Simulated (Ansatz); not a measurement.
Method: DFT PBE, scalar-relativistic, plane waves, PAW in Ansatz 0.2.0. All cells share a 420 eV cutoff and Γ-centred k meshes spaced about 0.3 Å⁻¹ or finer (0.25 for metals, 2π included). No spin polarisation.

Temperature and zero-point effects are left out.

Two forms of Be5Te were relaxed alike.

A.

```yaml
crystal:
  lattice:
    - [3.92968, 0.00000, 0.00000]
    - [-1.96484, 3.40320, 0.00000]
    - [0.00000, 0.00000, 10.81119]
  atoms:
    - { symbol: Be, position: [0.00000, 0.00000, 0.00000] }
    - { symbol: Be, position: [0.00359, 0.67044, 0.83623] }
    - { symbol: Be, position: [0.66685, 0.99641, 0.83623] }
    - { symbol: Be, position: [0.66667, 0.33333, 0.00020] }
    - { symbol: Be, position: [0.33333, 0.66667, 0.99980] }
    - { symbol: Be, position: [0.32956, 0.33315, 0.83623] }
    - { symbol: Be, position: [0.99641, 0.66685, 0.16377] }
    - { symbol: Be, position: [0.33315, 0.32956, 0.16377] }
    - { symbol: Be, position: [0.67044, 0.00359, 0.16377] }
    - { symbol: Be, position: [0.00000, 0.00000, 0.50000] }
    - { symbol: Te, position: [0.66667, 0.33333, 0.63004] }
    - { symbol: Te, position: [0.33333, 0.66667, 0.36996] }
```

B.

```yaml
crystal:
  lattice:
    - [3.75749, 0.00000, 0.00000]
    - [-1.87875, 3.25408, 0.00000]
    - [0.00000, 0.00000, 6.65205]
  atoms:
    - { symbol: Be, position: [0.33654, 0.00000, 0.73178] }
    - { symbol: Be, position: [0.00000, 0.33654, 0.73178] }
    - { symbol: Be, position: [0.66346, 0.66346, 0.73178] }
    - { symbol: Be, position: [0.33333, 0.66667, 0.44465] }
    - { symbol: Be, position: [0.66667, 0.33333, 0.44465] }
    - { symbol: Te, position: [0.00000, 0.00000, 0.21471] }
```

Question: Which would you expect to be lower, and how large is the difference?

Answer: A is lower, by 209 meV/atom. A has space group P321 (No. 150), 12.0 Å³/atom and no gap on its mesh; B has space group P31m (No. 157), 13.6 Å³/atom and no gap. Counting Be atoms around Te (those within 1.25 times the shortest such distance or 1.15 times the sum of covalent radii, 1.27 where that leaves under three), A and B both have Te 6. Even the lower one lies +0.15 eV/atom against the reference forms of the elements (uncorrected), so neither is stable at this level. Both come from trial cells of a structure search.

Spin–orbit coupling, which can matter for Te, is left out. With atoms moved at random, A came back. B had no clear such test and can be a saddle point.
